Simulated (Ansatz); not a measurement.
# CoSn₂ (I4/mcm), a film clamped to a substrate

Level of theory: Ansatz 0.2.0, DFT PBEsol, scalar-relativistic, plane waves, PAW. Settings: plane waves to 420 eV, k-mesh 12×12×12 (Γ-centred), Gaussian smearing 0.15 eV. No spin polarisation. A magnetic state may lie lower. Energies are free energies at this smearing, counted from the undisturbed cell; pressure is positive in compression.

Zero of the scan (relaxed at this level; it needn't be the usual structure):

```
Co Sn
1.0
    -3.13979    3.13979    2.69876
     3.13979   -3.13979    2.69876
     3.13979    3.13979   -2.69876
Co Sn
2 4
Direct
  0.25000 0.25000 0.00000
  0.75000 0.75000 0.00000
  0.66633 0.16633 0.83266
  0.16633 0.33367 0.50000
  0.33367 0.83367 0.16734
  0.83367 0.66633 0.50000
```

The cell (6 atoms, V0 = 106.42 Å³) is strained by p along both x and y and by q along z, fractional coordinates fixed. τp = (1/V0) ∂E/∂p = (σxx + σyy)(1 + p)(1 + q) and τq = (1/V0) ∂E/∂q = σzz(1 + p)², with tension positive.

| p | q | ΔE (meV/atom) | τp (GPa) | τq (GPa) |
| --- | --- | --- | --- | --- |
| 0.000 | 0.000 | 0.00 | 0.14 | -0.22 |
| -0.050 | 0.000 | 94.17 | -37.02 | -8.83 |
| 0.050 | 0.000 | 69.44 | 22.95 | 5.34 |
| 0.000 | -0.050 | 35.82 | -7.53 | -13.69 |
| 0.000 | 0.050 | 24.54 | 6.28 | 8.43 |

**Question.** Get the second derivatives of the energy density.

**Answer.** Central differences give A = ∂τp/∂p = 600 GPa (C11 + C22 + 2 C12), C = ∂τq/∂q = 221 GPa (C33) and the cross term B = ∂τq/∂p = 142 GPa (C13 + C23); ∂τp/∂q = 138 GPa must equal B, and any difference shows higher-order terms. Steps this large leave an error of some per cent of A or C in all of these, which can swamp a small B. The ions are clamped.

**Question.** A film of this crystal grows with z along the normal on a substrate that imposes p. How does its thickness respond, and what does the misfit cost?

**Answer.** Count p and q from the stress-free cell. A free surface needs τq = 0, so q = −(B/C) p = -0.64 p. The energy density left is (A − B²/C) p²/2 = M p², with the biaxial modulus M = 255 GPa; a misfit of 1 % costs 2.82 meV/atom, against 3.32 meV/atom if the thickness were held.

At p = 0.050 the energies along q are 69.9 (q = -0.050), 69.4 (q = 0.000), 121.1 (q = 0.050) meV/atom.

**Question.** Does the linear rule hold at this misfit?

**Answer.** A parabola through the lowest point and its neighbours has its minimum at q = -0.025, 63.2 meV/atom. With the stress left in the starting cell, τp0 and τq0, linear elasticity gives q = −(τq0 + Bp)/C = -0.031 and E = V0(τp0 p + τq0 q + Ap²/2 + Bpq + Cq²/2)/N = 72.0 meV/atom. The energies differ by more than a tenth, so the quadratic law fails here: the gap holds the anharmonic part, with some error from the wide steps. Cubic terms also shift the vertex of so wide a parabola.

Forces appear on the atoms along this scan, and letting them relax would lower the energy and soften the response. In a metal these slopes depend on the k mesh and the smearing.

The larger value of A than C doesn't mean that the basal plane is much stiffer than the z axis, because A counts two strained axes and their coupling. Half of A lies close to C plus half of B, the relation an isotropic solid would obey, so hydrostatic pressure should change the axial ratio little at fixed fractional coordinates. This probably reflects the Co–Sn contacts of the CuAl₂-type structure, which run obliquely to both axes: they resist either strain and couple the two. That coupling thins a stretched film, but thinning recovers only a modest part of the misfit energy, 2.82 against 3.32 meV/atom.

Compression costs more than equal extension along both strain directions, as expected when overlap repulsion steepens at short distances while bonds weaken on stretching. The quadratic law accordingly overestimates the cost of the large tensile misfit, and for a compressive one it would probably err the other way. Whether a film stays coherent also depends on its thickness and on the cost of misfit dislocations, which these elastic energies don't settle.
